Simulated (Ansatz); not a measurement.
Zone-centre phonons of AlCu$_{3}$: input and output

These are results of Ansatz 0.2.0, DFT PBEsol, scalar-relativistic, plane waves, PAW, not measurements.

Launched with:
```bash
ansatz run input.yaml --threads 2 --pin off --max-ram 7168MiB --backend cpu --events-out ev --progress --plain --runs-dir out
```

Input (bare energies are in eV):
```yaml
crystal:
  lattice:
    - [5.1446000649, 0.0, 0.0]
    - [-2.5723000325, 4.4553543485, 0.0]
    - [0.0, 0.0, 4.1761331264]
  atoms:
    - { symbol: Al, position: [0.6666666667, 0.3333333333, 0.25] }
    - { symbol: Al, position: [0.3333333333, 0.6666666667, 0.75] }
    - { symbol: Cu, position: [0.3305652767, 0.1652826384, 0.75] }
    - { symbol: Cu, position: [0.8347173616, 0.1652826384, 0.75] }
    - { symbol: Cu, position: [0.8347173616, 0.6694347233, 0.75] }
    - { symbol: Cu, position: [0.6694347233, 0.8347173616, 0.25] }
    - { symbol: Cu, position: [0.1652826384, 0.8347173616, 0.25] }
    - { symbol: Cu, position: [0.1652826384, 0.3305652767, 0.25] }
basis:
  ecutwfc: 420
kpoints:
  mp_grid: { grid: [12, 12, 8] }
hamiltonian:
  xc: pbesol
scf:
  occupations: { method: fermi_dirac, width: 0.15 }
output:
  eigenvalues: true
phonons:
  method: dfpt
  eigenvectors: true
```

Results section of the output:
```
--- Phonons (Γ-DFPT): 4 representative perturbations + reference, on 370 of 1152 k-points (Σ response iterations 34) ---
  k mesh reduced under 2 symmetry operations, with k and −k counted as one. Each operation leaves every solved displacement unchanged or reverses it
  ASR residual: 3.028e-4 → 0.000e0 eV/Å²; symmetrization residual: 1.479e-5 eV/Å²
  ASR residual per site (eV/Å²): 1.82e-5 1.82e-5 2.83e-4 2.83e-4 3.03e-4 2.83e-4 2.83e-4 3.03e-4
  Γ frequencies (cm⁻¹): 0.00 0.00 0.00 119.64 119.64 129.76 137.31 137.31 142.76 142.76 170.73 172.68 185.28 185.28 193.35 193.35 214.24 230.22 284.51 296.39 296.39 308.01 308.01 311.15
  non-analytic LO–TO correction: not included (Born effective charges unavailable; polar crystals: no LO–TO splitting at Γ)
```

The run took 35 min on 2 threads of Arm Neoverse V1, with other jobs on the host, peak memory 5.2 GiB.

In a metal, frequencies and elastic constants depend on the k mesh and the smearing, soft modes and shear constants most.